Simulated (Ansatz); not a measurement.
**The polar optical mode of ZnSe, worked through**

These are results of DFT LDA, scalar-relativistic, plane waves, PAW (Ansatz), not measurements. Settings: 420 eV plane-wave cutoff, Γ-centred 6×6×6 mesh, fixed occupations. No spin polarisation. Phonons by linear response, acoustic sum rule imposed.

The cell is fixed (symmetry leaves no force on the atoms) and stands under 0.2 GPa:
Space group F-43m (No. 216). a = 5.563 Å, b = 5.563 Å, c = 5.563 Å, α = 90.00°, β = 90.00°, γ = 90.00°
| atom | site | symmetry | x | y | z |
| --- | --- | --- | --- | --- | --- |
| Zn | 4a | -43m | 0.0000 | 0.0000 | 0.0000 |
| Se | 4d | -43m | 0.2500 | 0.2500 | 0.7500 |

The cell is the ideal cubic zincblende prototype. The run warned that the force constants aren't converged on this k mesh, so the frequencies and all that is formed from them are rough.

Linear response gives ν_TO = 218.7 cm⁻¹, Born charges ±1.969 e (positive on Zn) and ε∞ = 7.512. The primitive cell holds 43.044 Å³, and the masses are 65.380 and 78.971 amu.

**Question.** Find ν_LO and the static dielectric constant.

**Answer.** The long-wave field adds a restoring force: ω_LO² − ω_TO² = Z*²e²/(ε_vac ε∞ μV). In these units ν_LO² − ν_TO² = 4.92064×10⁷ Z*²/(μ V ε∞) cm⁻², with μ = m₁m₂/(m₁ + m₂) = 35.768 amu: 16497 cm⁻². So ν_LO = √(218.7² + 16497) = 253.6 cm⁻¹, and the run gives 253.6. Lyddane–Sachs–Teller then gives ε0 = ε∞ (ν_LO/ν_TO)² = 10.10, against 10.10 in the run (it forms both from the same three quantities, so the match checks the arithmetic only). Between ν_TO and ν_LO the dielectric function is negative and an undamped crystal reflects fully: a reststrahlen band from 39.4 to 45.7 μm.

**Question.** What do the Clausius–Mossotti polarisability and the Szigeti charge come to?

**Answer.** With the Lorentz local field, α = (3V/4π)(ε∞ − 1)/(ε∞ + 2) = 7.03 Å³ for the pair, and e_S = 3Z*/(ε∞ + 2) = 0.62 e. The Born charge includes the electrons' response to the dipole's own local field, and e_S takes that enhancement out. The Lorentz field assumes point-like polarisable ions, a poor picture once ε∞ is this large, since the electron clouds then overlap or are shared, so both numbers are formal here.

**Question.** How strongly does a slow electron couple to the LO mode?

**Answer.** For one isotropic parabolic band, Fröhlich's constant is α_F = (1/ε∞ − 1/ε0) √(m* Ry/ħω_LO), with Ry = 13.606 eV, ħω_LO = 31.4 meV and m* in free-electron masses: α_F = 0.0341 × 20.80 × √m* = 0.71 √m*. The band mass isn't part of this run; for m* = 0.1, 0.3 and 1 it gives 0.22, 0.39, 0.71. In weak coupling the polaron lies α_F ħω_LO below the band edge (12 meV at m* = 0.3) with a mass m*(1 + α_F/6); past α_F of about 5 or 6 that expansion fails. A semilocal functional's ε∞ tends to be too large, which taken alone lowers α_F.

Cost: 1 run of about 0.39 core-minutes, on Intel Xeon 6975P-C (Granite Rapids) (shared hosts).

The static screening is mainly electronic: ε∞ = 7.512 already makes up most of ε0 = 10.10, and the polar lattice mode adds the smaller part. This fits a partly covalent tetrahedral semiconductor, whose polarisable sp³ bonds screen the long-range field that separates LO from TO. The Born charge of ±1.969 e lies near the formal valence, but that doesn't make the bond fully ionic. It is a dynamical charge, and includes the charge that flows along the bonds as the sublattices move apart.

The lattice constant is shorter than the known one, as expected from LDA overbinding, which probably stiffens the TO mode. Excessive electronic screening would meanwhile narrow the LO–TO splitting, so a plausible LO frequency may owe something to cancelling errors.

The Fröhlich estimate suggests weak coupling for a light, s-like conduction electron. It doesn't carry over directly to holes, because the degenerate, warped valence bands, largely Se p in character, need a multiband treatment.
